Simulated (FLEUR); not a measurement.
Computed results, one entry a study.

## 1 ML V on Ta(001), 1 substrate layers: parallel and opposed starts

The cell holds 2 atoms: 1 Ta and 1 V. Cell: a = 3.303 Å, b = 3.303 Å, c = 15.490 Å, α = 90.0°, β = 90.0°, γ = 90.0°. pseudomorphic film on the measured substrate lattice, hard-sphere layer spacings, unrelaxed, 14 A of vacuum. Vacuum lies along c.

```
Ta V
1.0
     3.30256    0.00000    0.00000
     0.00000    3.30256    0.00000
     0.00000    0.00000   15.48987
Ta V
1 1
Direct
  0.00000 0.00000 0.45191
  0.50000 0.50000 0.54809
```

```yaml
method: PBE; all-electron FLAPW film, Dirac cores, scalar-relativistic bands (and 1 further level or step)
program: FLEUR MaX-R8.1
settings_of_one_run: kmax 3.6 1/bohr, gmax 10.8 1/bohr, muffin tin radii Ta: 2.49, V: 2.49 bohr, lmax Ta: [10, 8], V: [10, 8], hist occupations, smearing width 0.03 eV, mixer Anderson, mixing 0.03, max iterations 120, stop 2.00e-5 me/bohr³, film mode on, collinear spin, 8×8×1 k-mesh, mesh matched on, starting moments 0 1.5 μB
cost: 6 runs, 11 min in all on 4 MPI ranks of Intel Xeon 6975P-C (Granite Rapids), shared host (the runs of this entry)
notes: The run is spin-polarised, with a total moment of 1.62 μB a cell. This is the lowest of 4 finished starts, no proof of the ground state. With one substrate layer the cell is a free-standing, unrelaxed film and no surface.
lowest_state_found: ferromagnetic (initial ferro +)
largest_site_spin_moment: 1.97 μB
next_finished_state: antiferromagnetic, 76.3 meV a seeded atom higher
energy_gained_by_spin_polarisation: 175 meV a seeded atom
orbital_moment_on_the_atom_of_largest_spin_along_its_spin_spin_orbit_run: -0.116 μB
```

The lowest state found is ferromagnetic, reached from the start ferro +, with moments up to 1.97 μB. The next finished state costs 76 meV a seeded atom.

[Logs and program files are shortened in this print: banners, set-up blocks, solver, clock and traceback lines can be left out without a mark of their own.]

[Logs are printed without paths, hosts, clocks, repeated set-up lines and the standing remarks that a program may print on its own settings, such as how far it seeks lower states.]

[Hosts, paths, dates, database ids (printed as entryN), source tags and the programs' standing remarks are cut or masked in the printed files.]

[Where a cell is said to come from a database of computed structures, the database is the Materials Project.]
